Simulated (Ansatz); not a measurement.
# Ca under changes of volume

One of the cells (43.632 Å³/atom); the others are scaled copies at fixed shape and fractional positions:

```xyz
1
Lattice="0.0000 2.7942 2.7942 2.7942 0.0000 2.7942 2.7942 2.7942 0.0000" Properties=species:S:1:pos:R:3 pbc="T T T"
Ca    0.0000    0.0000    0.0000
```

```yaml
Program: Ansatz 0.2.0
Functional: PBEsol
Potentials_or_basis: Ansatz PAW earlier set
Cutoff: "520 eV (not typed: the program's choice for these potentials)"
k_mesh: 8 × 8 × 8
Occupations: fermi-dirac, width 0.05 eV
Spin: no spin polarisation
```

```csv
volume (Å³/atom),energy over the lowest point (meV/atom),pressure (GPa)
41.014,0.00,-0.2
41.886,2.19,-0.6
42.759,6.20,-0.9
43.632,11.87,-1.2
44.504,?,?
45.377,27.64,-1.7
46.250,37.46,-1.9
```

Task: What does the run at 44.504 Å³/atom give?

Result: Energy over the lowest point 19.07 meV/atom; pressure -1.4 GPa.

Worked out: A Birch-Murnaghan fit of order 3 (a polynomial in V^(-2/3)) to the other rows has its minimum at 40.50 Å³/atom, just outside them, with B0 = V·E''(V) = 18.1 GPa and B' = 3.4. It gives 19.06 meV/atom at 44.504 Å³/atom, against the run's 19.07, and -dE/dV = -1.5 GPa, against -1.4.

Energies are extrapolated to zero smearing.

Caveats: the PAW data sets come from PBE, with cores solved anew for the run's functional, which leaves a small shift of forces and pressure.
